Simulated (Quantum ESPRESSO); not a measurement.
The system is NaI.

```
I Na
1.0
     0.00000    3.23640    3.23640
     3.23640    0.00000    3.23640
     3.23640    3.23640    0.00000
I Na
1 1
Direct
  0.50000 0.50000 0.50000
  0.00000 0.00000 0.00000
```

Base run:

| Item | Value |
| --- | --- |
| Program | Quantum ESPRESSO 7.5 |
| Functional | BLYP |
| Potentials or basis | GBRV 1.5 PBE |
| Cutoff | 612 eV |
| Density cutoff | 4898 eV |
| k mesh | 6 × 6 × 6, shifted |
| Occupations | fermi-dirac, width 0.05 eV |
| Spin | no spin polarisation |

Its results: pressure 1.4 GPa; electronic dielectric tensor (diagonal) 3.29.

**Question.** After a change of settings the same cell gave: pressure 0.5 GPa; electronic dielectric tensor (diagonal) 3.38. Which change was it?
A. functional from BLYP to PBEsol; potentials or basis from GBRV 1.5 PBE to GBRV 1.5 PBEsol
B. functional from BLYP to LDA; potentials or basis from GBRV 1.5 PBE to GBRV 1.5 LDA
C. functional from BLYP to PBE
D. functional from BLYP to WC

**Answer.** C.

PBE binds more tightly than BLYP, so the same cell stands under less pressure.

Caveats: the potentials were made for another functional, which shifts forces and pressure (some runs).
